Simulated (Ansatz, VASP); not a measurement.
# KCl (Sylvite): VASP beside Ansatz

```xyz
2
Lattice="0.0000 3.1465 3.1465 3.1465 0.0000 3.1465 3.1465 3.1465 0.0000" Properties=species:S:1:pos:R:3 pbc="T T T"
K     0.0000    0.0000    0.0000
Cl    3.1465    3.1465    3.1465
```

Alike in both runs: task relaxation of cell and atoms; functional B3LYP; dispersion D3(BJ); k mesh 4 × 4 × 4; occupations fermi-dirac, width 0.02 eV; no spin polarisation.

|  | VASP | Ansatz |
| --- | --- | --- |
| version | VASP 6.6.1 | Ansatz 0.2.0 |
| potentials or method | VASP PAW PBE potentials, release 64 (K_sv, Cl) | Ansatz PAW |
| plane-wave cutoff (eV) | 600 | 420 |
| valence electrons in the cell | 16 | 16 |

```tsv
	VASP	Ansatz	Ansatz less VASP
gap on the k mesh at the Fermi level, each at its own relaxed structure (eV)	7.00	6.99	-0.009
relaxed volume (Å³/atom)	29.64	29.56	-0.076
relaxed cell length with the largest relative difference (Å)	4.376	4.373	-0.0037
energy change over the relaxation (meV/atom)	-4	-5	-0.4
```

Caveats: the k mesh is coarse (spacing up to 0.43 Å⁻¹), so the values aren't converged, least of all with exact exchange; the PAW data sets were made with another functional, which shifts forces and pressure a little (VASP); the plane-wave basis is chosen anew once the cell has moved, so the energies of steps on either side of that aren't comparable (Ansatz); the PAW data sets come from PBE, with cores solved anew for the run's functional, which leaves a small shift of forces and pressure (Ansatz).
